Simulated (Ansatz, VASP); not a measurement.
## LiH in VASP and in Ansatz

The input INCAR:

```
SYSTEM = LiH
AGGAC    = 0.0          
ALDAC    = 0.0          
ALGO     = Normal         ! electronic algorithm
EDIFF    = 1E-7           ! SCF threshold, eV
ENCUT    = 520            ! plane-wave cutoff, eV
GGA      = PE             ! functional
ISIF     = 2              ! what is computed and relaxed
ISMEAR   = 0              ! smearing method
LASPH    = .TRUE.         ! aspherical terms in the spheres
LCHARG   = .FALSE.        ! write CHGCAR
LREAL    = .FALSE.        ! projectors in reciprocal space
LWAVE    = .FALSE.        ! write WAVECAR
NBANDS   = 9              ! bands
NELM     = 100            ! most SCF steps
PREC     = Accurate       ! precision mode
SIGMA    = 0.01           ! smearing width, eV
```

Contents of KPOINTS:

```
k-points
0
G
  11 11 11
  0 0 0
```

POSCAR

```
LiH
1.0
    0.0000000000      2.0766964161      2.0766964161
    2.0766964161      0.0000000000      2.0766964161
    2.0766964161      2.0766964161      0.0000000000
Li H
1 1
Direct
    0.0000000000      0.0000000000      0.0000000000
    0.5000000000      0.5000000000      0.5000000000
```

The input input.yaml:

```yaml
crystal:
  lattice:
    - [0.0, 2.0766964161, 2.0766964161]
    - [2.0766964161, 0.0, 2.0766964161]
    - [2.0766964161, 2.0766964161, 0.0]
  atoms:
    - { symbol: Li, position: [0.0, 0.0, 0.0] }
    - { symbol: H, position: [0.5, 0.5, 0.5] }
hamiltonian:
  xc: { exchange: pbe, correlation: none }
  pseudopotentials: { kind: paw, source: ansatz }
kpoints:
  mp_grid: { grid: [11, 11, 11] }
scf:
  occupations: { method: fixed }
output:
  forces: true
  stress: true
  eigenvalues: true
  write_density: true
  write_potential: true
  elf: true
  volumetric_format: npy
```

Alike in both runs: task single point; functional PBE exchange alone; k mesh 11 × 11 × 11; no spin polarisation.

```csv
,VASP,Ansatz
version,VASP 6.6.1,Ansatz 0.2.0
potentials or method,"VASP PAW PBE potentials, release 64 (Li_sv, H)",Ansatz PAW earlier set
plane-wave cutoff (eV),520,800
occupations,"gaussian, width 0.01 eV",fixed
valence electrons in the cell,4,4
```

```tsv
	VASP	Ansatz	Ansatz less VASP
gap on the k mesh at the Fermi level (eV)	3.72	3.72	+0.006
least direct gap on the mesh (eV)	3.72	3.72	+0.006
```

Caveats: an odd mesh through Γ misses points on the zone boundary, where band edges often lie (VASP); odd divisions of the mesh miss points on the zone boundary, where band edges often lie, so the gap on the mesh can be too wide (Ansatz).
